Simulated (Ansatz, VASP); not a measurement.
TiB2: VASP beside Ansatz

Contents of POSCAR:

```
TiB2
1.0
    3.0292000000      0.0000000000      0.0000000000
   -1.5146000000      2.6233641531      0.0000000000
    0.0000000000      0.0000000000      3.2284000000
Ti B
1 2
Direct
    0.0000000000      0.0000000000      0.0000000000
    0.6666666667      0.3333333333      0.5000000000
    0.3333333333      0.6666666667      0.5000000000
```

File INCAR.step1:

```
SYSTEM = TiB2
PREC     = Accurate       ! precision mode
ENCUT    = 520            ! plane-wave cutoff, eV
ISMEAR   = -1             ! smearing method
SIGMA    = 0.05           ! smearing width, eV
LREAL    = .FALSE.        ! projectors in reciprocal space
LASPH    = .TRUE.         ! aspherical terms in the spheres
NELM     = 100            ! most SCF steps
NBANDS   = 16             ! bands
GGA      = PE             ! functional
ALGO     = Normal         ! electronic algorithm
EDIFF    = 1E-4           ! SCF threshold, eV
LWAVE    = .TRUE.         ! write WAVECAR
LCHARG   = .FALSE.        ! write CHGCAR
```

File INCAR.step2:

```
SYSTEM = TiB2
PREC     = Accurate       ! precision mode
ENCUT    = 520            ! plane-wave cutoff, eV
EDIFF    = 1E-6           ! SCF threshold, eV
ISMEAR   = -1             ! smearing method
SIGMA    = 0.05           ! smearing width, eV
LREAL    = .FALSE.        ! projectors in reciprocal space
LASPH    = .TRUE.         ! aspherical terms in the spheres
NELM     = 100            ! most SCF steps
ALGO     = Normal         ! electronic algorithm
ISIF     = 2              ! what is computed and relaxed
LWAVE    = .FALSE.        ! write WAVECAR
LCHARG   = .FALSE.        ! write CHGCAR
METAGGA  = R2SCAN         ! meta-GGA
LMIXTAU  = .TRUE.       
NBANDS   = 16             ! bands
ISTART   = 1
```

File KPOINTS:

```
Automatic mesh
0
G
  10 10 8
  0 0 0
```

File input.yaml:

```yaml
crystal:
  lattice:
    - [3.0292, 0.0, 0.0]
    - [-1.5146, 2.6233641531, 0.0]
    - [0.0, 0.0, 3.2284]
  atoms:
    - { symbol: Ti, position: [0.0, 0.0, 0.0] }
    - { symbol: B, position: [0.6666666667, 0.3333333333, 0.5] }
    - { symbol: B, position: [0.3333333333, 0.6666666667, 0.5] }
hamiltonian:
  xc: r2scan
  pseudopotentials: { kind: paw }
kpoints:
  mp_grid: { grid: [10, 10, 8] }
scf:
  occupations: { method: fermi_dirac, width: 0.05 }
output:
  forces: true
  stress: true
  eigenvalues: true
  write_density: true
  write_potential: true
  elf: true
  volumetric_format: npy
```

Alike in both runs: task single point; functional r2SCAN; k mesh 10 × 10 × 8; occupations fermi-dirac, width 0.05 eV; no spin polarisation.

```csv
,VASP,Ansatz
version,VASP 6.6.1,Ansatz 0.2.0
potentials or method,"VASP PAW PBE potentials, release 64 (Ti_sv, B)",Ansatz PAW
plane-wave cutoff (eV),520,500
valence electrons in the cell,18,18
```

VASP gave:

| Property | Result |
| --- | --- |
| gap on the k mesh at the Fermi level (eV) | none |
| pressure (GPa) | -0.3 |
| largest component of the traceless stress (GPa) | 0.45 |

What did Ansatz give for the same quantities?

gap on the k mesh at the Fermi level (eV): none; pressure (GPa): -1.1; largest component of the traceless stress (GPa): 0.37.

A gap of «none» marks a metal or a gap that the smearing closes.

Caveats: the PAW data sets were made with another functional, which shifts forces and pressure a little (VASP); the PAW data sets come from PBE, with cores solved anew for the run's functional, which leaves a small shift of forces and pressure (Ansatz).
